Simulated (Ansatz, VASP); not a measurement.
# One calculation of Nb, two programs

```xyz
3
Lattice="2.8675 0.0000 0.0000 -0.9558 2.7035 0.0000 0.0000 0.0000 19.6826" Properties=species:S:1:pos:R:3 pbc="T T T"
Nb    0.9558    1.3518    7.5660
Nb    0.0000    0.0000    9.8413
Nb    0.9558    1.3518   12.1166
```

Alike in both runs: functional PBE; k mesh 13 × 13 × 1; occupations gaussian, width 0.1 eV; no spin polarisation.

Ansatz relaxed the structure, and its values are those at the end. VASP's run is a single point on that final structure, the one shown.

|  | VASP | Ansatz |
| --- | --- | --- |
| version | VASP 6.6.1 | Ansatz 0.2.0 |
| potentials or method | VASP PAW PBE potentials, release 64 (Nb_sv) | scalar-relativistic, plane waves, PAW |
| plane-wave cutoff (eV) | 520 | 420 |
| valence electrons in the cell | 39 | 39 |

VASP gave:

- gap on the k mesh at the Fermi level (eV): none
- rms of the force components (eV/Å): 0.012

What did Ansatz give for the same quantities?

gap on the k mesh at the Fermi level (eV): none; rms of the force components (eV/Å): 0.000.

A gap of «none» marks a metal or a gap that the smearing closes. Ansatz warned: «xc_potential_rough_in_thin_density».
